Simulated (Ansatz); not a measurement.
Li2Se in Ansatz: the effect of functional

The system is Li2Se.

```
CELL_PARAMETERS angstrom
0.00000 3.04201 3.04201
3.04201 0.00000 3.04201
3.04201 3.04201 0.00000
ATOMIC_POSITIONS crystal
Se 0.00000 0.00000 0.00000
Li 0.75000 0.75000 0.75000
Li 0.25000 0.25000 0.25000
```

The cell isn't the ideal one: volume scaled by 1.04.

Alike in all runs:

```yaml
Program: Ansatz 0.2.0
Task: single point
Potentials_or_basis: Ansatz PAW
k_mesh: 8 × 8 × 8
Occupations: fermi-dirac, width 0.05 eV
Spin: no spin polarisation
```

| functional | cutoff | gap on the mesh (eV) | pressure (GPa) |
| --- | --- | --- | --- |
| LDA | 420 eV (not typed: the program's choice for these potentials) | 2.84 | -3.6 |
| PBEsol | 420 eV (not typed: the program's choice for these potentials) | 2.87 | -2.1 |
| r2SCAN | 500 eV (not typed: the program's choice for these potentials) | ? | ? |

What does the run with functional r2SCAN give?

gap on the mesh 3.51 eV; pressure -1.6 GPa.

Caveats: the PAW data sets come from PBE, with cores solved anew for the run's functional, which leaves a small shift of forces and pressure.

A k mesh can miss the band edges.
